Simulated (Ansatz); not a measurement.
The system is Se.

```xyz
3
Lattice="4.3662 0.0000 0.0000 -2.1831 3.7812 0.0000 0.0000 0.0000 4.9536" Properties=species:S:1:pos:R:3 pbc="T T T"
Se    1.6910    2.9289    0.0000
Se   -0.4921    0.8523    3.3024
Se    0.9841    0.0000    1.6512
```

```yaml
Program: Ansatz 0.2.0
Task: relaxation of cell and atoms
Functional: HISS
Potentials_or_basis: Ansatz PAW
Cutoff: "420 eV (not typed: the program's choice for these potentials)"
k_mesh: 4 × 4 × 3
Occupations: fermi-dirac, width 0.05 eV
Spin: no spin polarisation
```

At the start: volume 27.26 Å³/atom.

Question: Where does the relaxation end?

Answer: It ends after 7 steps and the volume is 31.33 Å³/atom (+14.9 %); space group P3_121 (No. 152, to 0.05 Å).

The path:
```
step  energy change (eV)  largest force (eV/Å)  volume (Å³)
   1              0.0000                0.4442        81.78
   2             -0.0391                0.0693        87.78
   3             -0.0546                0.1076        89.43
   4             -0.0607                0.0451        92.85
   5             -0.0610                0.0140        94.02
   6             -0.0610                0.0002        93.98
   7             -0.0620                0.0008        93.98
```

Final structure:
```cif
data_structure
_symmetry_space_group_name_H-M 'P 1'
_symmetry_Int_Tables_number 1
_cell_length_a 4.7266
_cell_length_b 4.7266
_cell_length_c 4.8574
_cell_angle_alpha 90.000
_cell_angle_beta 90.000
_cell_angle_gamma 120.000
_cell_volume 93.98
loop_
_atom_site_label
_atom_site_type_symbol
_atom_site_fract_x
_atom_site_fract_y
_atom_site_fract_z
_atom_site_occupancy
Se1 Se 0.79538 0.79538 0.00000 1
Se2 Se 0.00000 0.20462 0.66667 1
Se3 Se 0.20462 0.00000 0.33333 1
```

Caveat: the k mesh is coarse (spacing up to 0.42 Å⁻¹), so the values aren't converged, least of all with exact exchange; the plane-wave basis is chosen anew once the cell has moved, so the energies of steps on either side of that aren't comparable; the volume moved by +15 % from the deposited cell, more than functionals usually miss; the PAW data sets come from PBE, with cores solved anew for the run's functional, which leaves a small shift of forces and pressure.
